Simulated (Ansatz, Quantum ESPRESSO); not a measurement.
## NaF: programs and potentials compared

```xyz
2
Lattice="0.0000 2.3200 2.3200 2.3200 0.0000 2.3200 2.3200 2.3200 0.0000" Properties=species:S:1:pos:R:3 pbc="T T T"
Na    0.0000    0.0000    0.0000
F     2.3200    2.3200    2.3200
```

Alike in all runs: task band structure; functional LDA; k mesh 10 × 10 × 10; occupations fermi-dirac, width 0.05 eV; no spin polarisation; no spin-orbit coupling. LDA stands for any of its common fits. Pressure is positive in compression and, in plane waves, holds the error of the finite cutoff, which Ansatz's Pulay term estimates and takes out. Gaps are the smaller of the mesh's and the band path's.

```
                            program and potentials  plane-wave cutoff (eV)                                                                                   notes  band gap (eV)  pressure (GPa)
                                Ansatz, Ansatz PAW                     420  potentials made for PBE, which Ansatz adapts in part; Pulay term of +0.67 GPa included           5.96           -4.47
Quantum ESPRESSO, PseudoDojo 0.4.1 SR LDA standard                    1197                                                                                       -           5.97           -4.48
    Ansatz, all-electron LAPW, scalar-relativistic                       -                                                                                       -           5.94           -4.44
```

The band gap spans 5.94 (Ansatz, all-electron LAPW, scalar-relativistic) to 5.97 eV (Quantum ESPRESSO, PseudoDojo 0.4.1 SR LDA standard), with all-electron results at 5.94. The pressure spans -4.48 (Quantum ESPRESSO, PseudoDojo 0.4.1 SR LDA standard) to -4.44 GPa (Ansatz, all-electron LAPW, scalar-relativistic), with all-electron results at -4.44.

The functional is the same throughout but for its coding, so the spread measures potentials, basis and numerics; runs on potential files found faulty are left out.
